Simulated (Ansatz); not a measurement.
## Ge (P6_3/mmc)

The calculation used DFT PBEsol, scalar-relativistic, plane waves, PAW in Ansatz.

Settings: cutoff 420 eV, Γ-centred mesh 12×12×6 on the computed 4-atom cell, Gaussian smearing of 0.10 eV; no spin polarisation.

The structure is relaxed at this level of theory with its symmetry kept. This form isn't the element's structure at ambient conditions.

```
Ge
1.0
     3.99697    0.00000    0.00000
    -1.99848    3.46148    0.00000
     0.00000    0.00000    6.59637
Ge
4
Direct
  0.66667 0.33333 0.06291
  0.33333 0.66667 0.56291
  0.66667 0.33333 0.43709
  0.33333 0.66667 0.93709
```

```
Space group                                                       : P6_3/mmc (No. 194)
Volume per atom                                                   : 22.82 Å³
Formation energy from the elements' standard states (uncorrected) : +0.013 eV/atom
Kohn–Sham band gap                                                : zero, with almost no states at the Fermi level
Density of states at the Fermi level                              : 0.00 states/eV per cell (so small that it hangs on the mesh: a semimetal, or crossings between mesh points)
Löwdin character within 0.5 eV of the Fermi level                 : Ge 4p 65 %, Ge 4s 30 %, unprojected 4 %
Bulk modulus                                                      : 68 GPa
Its pressure derivative                                           : 4.7
Bader charges (e)                                                 : Ge (4 in the cell) 0.00
```